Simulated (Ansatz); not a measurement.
## A computed series for InCuS2: pressure series

Start from InCuS2 in the chalcopyrite structure (space group I-42d, No. 122; a = 5.5220 Å, c = 11.1303 Å).

Cell and atoms are relaxed at each pressure.

All numbers come from r2SCAN (Ansatz, a first-principles code, PAW, scalar-relativistic without spin-orbit coupling).

| case | electron mass | shortest interatomic distance | density |
|---|---|---|---|
| base | 0.079 mₑ along c, 0.074 mₑ across (at Γ) | 2.311 Å | 4.75 g/cm³ |
| pressure 1.8 GPa | 0.089 mₑ along c, 0.082 mₑ across (at Γ) | 2.290 Å | 4.86 g/cm³ |
| pressure 4.2 GPa | 0.10 mₑ along c, 0.091 mₑ across (at Γ) | 2.265 Å | 4.99 g/cm³ |
| pressure 9 GPa | 0.12 mₑ along c, 0.10 mₑ across (at Γ) | 2.225 Å | 5.23 g/cm³ |
| pressure 18 GPa | 0.14 mₑ along c, 0.12 mₑ across (at Γ) | 2.169 Å | 5.60 g/cm³ |
| pressure 30 GPa | 0.17 mₑ along c, 0.14 mₑ across (at Γ) | 2.115 Å | 6.00 g/cm³ |
| pressure 45 GPa | – | 2.071 Å | 6.44 g/cm³ |

The levels and masses belong to the bands next to the band gap. Load acts through the strain it causes; cell and atoms are relaxed under it. Masses are band curvatures over ±0.01 Å⁻¹ around the edge. Whether these cells are dynamically stable was not tested. Competing high-pressure phases were not computed. All final runs are without spin polarisation.
